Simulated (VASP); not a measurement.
A run of VASP 6.6.1 is set up as follows.

The input POSCAR:

```
InSe
1.0
    4.0473293151      0.0000000000      0.0000000000
   -2.0236646576      3.5050900044      0.0000000000
    0.0000000000      0.0000000000     18.0520649100
In Se
4 4
Direct
    0.3333333333      0.6666666667      0.0773904900
    0.3333333333      0.6666666667      0.9226095100
    0.0000000000      0.0000000000      0.4226063200
    0.0000000000      0.0000000000      0.5773936800
    0.3333333333      0.6666666667      0.3529842800
    0.3333333333      0.6666666667      0.6470157200
    0.6666666667      0.3333333333      0.1469999300
    0.6666666667      0.3333333333      0.8530000700
```

Contents of INCAR.step1:

```
  PREC = Accurate
  ENCUT = 520
  EDIFF = 1E-5
  ISMEAR = 0
  SIGMA = 0.02
  LREAL = False
  LASPH = True
  NELM = 60
  ALGO = Normal
  ISIF = 2
  LWAVE = True
  LCHARG = False
  NBANDS = 48
  GGA = PE
  KPAR = 4
```

Contents of INCAR.step2:

```
  PREC = Accurate
  ENCUT = 520
  EDIFF = 1E-7
  ISMEAR = 0
  SIGMA = 0.02
  LREAL = False
  LASPH = True
  NELM = 60
  ALGO = Normal
  ISIF = 2
  LWAVE = False
  LCHARG = False
  GGA = PE
  LHFCALC = True
  HFSCREEN = 0.3
  PRECFOCK = Fast
  NBANDS = 48
  ISTART = 1
  KPAR = 4
```

The input KPOINTS:

```
Automatic mesh
0
Gamma
  4 4 1
```

KPOINTS_OPT

```
path GMKGALHA,LM,KH
12
line-mode
reciprocal
 0.0000000000  0.0000000000  0.0000000000  G
 0.5000000000  0.0000000000  0.0000000000  M

 0.5000000000  0.0000000000  0.0000000000  M
 0.3333333333  0.3333333333  0.0000000000  K

 0.3333333333  0.3333333333  0.0000000000  K
 0.0000000000  0.0000000000  0.0000000000  G

 0.0000000000  0.0000000000  0.0000000000  G
 0.0000000000  0.0000000000  0.5000000000  A

 0.0000000000  0.0000000000  0.5000000000  A
 0.5000000000  0.0000000000  0.5000000000  L

 0.5000000000  0.0000000000  0.5000000000  L
 0.3333333333  0.3333333333  0.5000000000  H

 0.3333333333  0.3333333333  0.5000000000  H
 0.0000000000  0.0000000000  0.5000000000  A

 0.5000000000  0.0000000000  0.5000000000  L
 0.5000000000  0.0000000000  0.0000000000  M

 0.3333333333  0.3333333333  0.0000000000  K
 0.3333333333  0.3333333333  0.5000000000  H
```

Potentials or basis: VASP PAW PBE potentials, release 64 (In_d, Se).

Run with:

```bash
$ cat potpaw_PBE.64/In_d/POTCAR potpaw_PBE.64/Se/POTCAR > POTCAR
$ cp INCAR.step1 INCAR
$ mpirun -np 4 vasp_std > vasp.out
$ cp INCAR.step2 INCAR
$ mpirun -np 4 vasp_std > vasp.out
```

Task: Estimate the largest force.

Result: 0.075 eV/Å.

Task: Estimate the pressure.

Result: 0.1 GPa.

Levels at the corners of the path, in eV from the valence-band top:
```csv
point,band 35,band 36,band 37,band 38,band 39,band 40,band 41,band 42
Γ,-1.05,-1.05,-0.95,0.00,1.31,2.09,2.84,2.90
M,-2.11,-2.04,-1.51,-1.38,2.15,2.33,2.39,2.56
M,-2.11,-2.04,-1.51,-1.38,2.15,2.33,2.39,2.56
K,-1.96,-1.94,-1.61,-1.58,2.56,2.56,3.31,3.36
K,-1.96,-1.94,-1.61,-1.58,2.56,2.56,3.31,3.36
Γ,-1.05,-1.05,-0.95,0.00,1.31,2.09,2.84,2.90
Γ,-1.05,-1.05,-0.95,0.00,1.31,2.09,2.84,2.90
A,-1.07,-1.07,-0.52,-0.51,1.74,1.76,2.88,2.89
A,-1.07,-1.07,-0.52,-0.51,1.74,1.76,2.88,2.89
L,-2.07,-2.07,-1.44,-1.41,2.13,2.18,2.50,2.63
L,-2.07,-2.07,-1.44,-1.41,2.13,2.18,2.50,2.63
H,-2.02,-1.95,-1.61,-1.53,2.53,2.58,3.31,3.38
H,-2.02,-1.95,-1.61,-1.53,2.53,2.58,3.31,3.38
A,-1.07,-1.07,-0.52,-0.51,1.74,1.76,2.88,2.89
L,-2.07,-2.07,-1.44,-1.41,2.13,2.18,2.50,2.63
M,-2.11,-2.04,-1.51,-1.38,2.15,2.33,2.39,2.56
K,-1.96,-1.94,-1.61,-1.58,2.56,2.56,3.31,3.36
H,-2.02,-1.95,-1.61,-1.53,2.53,2.58,3.31,3.38
```

Caveat: the k mesh is coarse (spacing up to 0.45 Å⁻¹), so the values aren't converged, least of all with exact exchange; the PAW data sets were made with another functional, which shifts forces and pressure a little; spin-orbit coupling is left out, which moves the levels of the heavy elements.
